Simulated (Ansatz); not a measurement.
Co: single point with BLYP

Co:

```
CELL_PARAMETERS angstrom
2.48770 -0.03651 -0.00424
-1.27547 2.15717 -0.00746
-0.00690 -0.01799 4.00029
ATOMIC_POSITIONS crystal
Co 0.66667 0.33333 0.75000
Co 0.33333 0.66667 0.25000
```

The cell isn't the ideal one: cell strained at random at fixed volume.

* Program: Ansatz 0.2.0
* Task: single point
* Functional: BLYP
* Potentials or basis: JTH PAW
* Cutoff: 1320 eV (not typed: the program's choice for these potentials)
* k mesh: 9 × 9 × 5
* Occupations: fermi-dirac, width 0.05 eV
* Spin: collinear spin, program default start

| Quantity | Value |
| --- | --- |
| Pressure | 13.8 GPa |
| Largest force | 0.087 eV/Å |
| Band gap on the k mesh | none (metal or under the smearing width) |
| Net moment | 3.04 μB per cell |
| Absolute moment | 3.34 μB per cell |
| Site moments | Co +1.59 μB |

Forces in eV/Å, atoms in the order of the input:
```
Co  -0.086  0.018 -0.001
Co   0.086 -0.018  0.001
```

Stress tensor (GPa, compression positive):
```
12.61  3.54  0.34
 3.54 14.66  0.89
 0.34  0.89 14.25
```

Levels at points of the mesh, in eV from the Fermi level:
Spin up:
| k point | band 14 | band 15 | band 16 | band 17 | band 18 | band 19 | band 20 | band 21 | band 22 | band 23 |
| --- | --- | --- | --- | --- | --- | --- | --- | --- | --- | --- |
| (0.00, 0.00, 0.00) | -2.36 | -2.12 | -1.93 | -1.86 | -0.76 | -0.71 | 0.10 | 6.58 | 22.17 | 24.38 |
Spin down:
```tsv
k point	band 12	band 13	band 14	band 15	band 16	band 17	band 18	band 19
(0.00, 0.00, 0.00)	-1.07	-0.87	-0.83	-0.51	-0.29	-0.20	0.10	0.99
```

Wall time 57 s on 1 thread of Arm Neoverse V2 (shared host), peak memory 0.92 GiB.
